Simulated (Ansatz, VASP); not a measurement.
## Si: VASP beside Ansatz

```
Si
1.0
     0.00246   -0.00354    3.88793
    -6.46705    0.00000   -0.00470
     3.23370   -6.67670    0.00796
Si
8
Direct
  0.99955 0.51732 0.66548
  0.00052 0.48265 0.33448
  0.00062 0.14802 0.66547
  0.99933 0.85195 0.33444
  0.50080 0.27388 0.17846
  0.49924 0.72614 0.82163
  0.49984 0.90471 0.17839
  0.50010 0.09533 0.82164
```

Change from the starting cell: cell x1, atoms moved at random (sigma 0.1 Å) and cell strained at random (1.5 %), then relaxed without symmetry.

Alike in both runs: functional PBE; k mesh 4 × 2 × 2; occupations gaussian, width 0.1 eV; no spin polarisation.

Ansatz relaxed the structure, and its values are those at the end. VASP's run is a single point on that final structure, the one shown.

|  | VASP | Ansatz |
| --- | --- | --- |
| version | VASP 6.6.1 | Ansatz 0.2.0 |
| potentials or method | VASP PAW PBE potentials, release 64 (Si) | scalar-relativistic, plane waves, PAW |
| plane-wave cutoff (eV) | 520 | 420 |
| valence electrons in the cell | 32 | 32 |

```tsv
	VASP	Ansatz	Ansatz less VASP
gap on the k mesh at the Fermi level (eV)	0.38	0.38	-0.001
least direct gap on the mesh (eV)	0.85	0.85	-0.002
pressure (GPa)	-0.1	0.0	+0.07
rms of the force components (eV/Å)	0.006	0.006	+0.0001
```

Caveats: the k mesh is coarse (spacing up to 0.54 Å⁻¹), so the values aren't converged.
